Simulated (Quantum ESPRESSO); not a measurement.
## BN: single point with PBE

Crystal: BN.

```xyz
4
Lattice="2.5539 0.0000 0.0000 -1.2770 2.2118 0.0000 0.0000 0.0000 4.2269" Properties=species:S:1:pos:R:3 pbc="T T T"
N     0.0000    1.4745    0.5295
N     1.2770    0.7373    2.6430
B     0.0000    1.4745    2.1123
B     1.2770    0.7373    4.2257
```

Measurements of this composition are mostly on another form, of space group No. 194.

| Property | Result |
| --- | --- |
| Program | Quantum ESPRESSO 7.5 |
| Task | single point |
| Functional | PBE |
| Potentials or basis | PseudoDojo 0.4.1 SR PBE standard |
| Cutoff | 1143 eV |
| Density cutoff | 4572 eV |
| k mesh | 18 × 18 × 10 |
| Occupations | fixed |
| Spin | no spin polarisation |

The band gap on the k mesh, mean-field level is 5.27 eV, indirect (least direct gap 8.28 eV).

Levels at points of the mesh, in eV from the valence-band top:
```csv
k point,band 4,band 5,band 6,band 7,band 8,band 9,band 10,band 11,band 12,band 13
"(0.00, 0.00, 0.00)",-2.10,-2.10,-0.27,0.00,0.00,8.39,8.39,8.58,9.48,10.66
"(0.00, 0.00, -0.50)",-5.67,-1.16,-1.16,-1.16,-1.16,9.47,9.47,9.94,9.94,9.94
"(0.00, -0.50, 0.00)",-7.74,-6.85,-4.93,-4.36,-2.10,6.77,7.99,10.62,11.46,12.84
"(0.00, -0.50, -0.50)",-9.93,-3.73,-3.73,-3.55,-3.55,6.62,6.62,10.06,10.06,14.21
```

Wall time 2.7 min on 1 thread of Intel(R) Xeon(R) Platinum 8488C (Sapphire Rapids) (shared host), peak memory 0.19 GiB.

A k mesh can miss the band edges. PBE gaps usually lie below the measured ones, often by a third to a half.
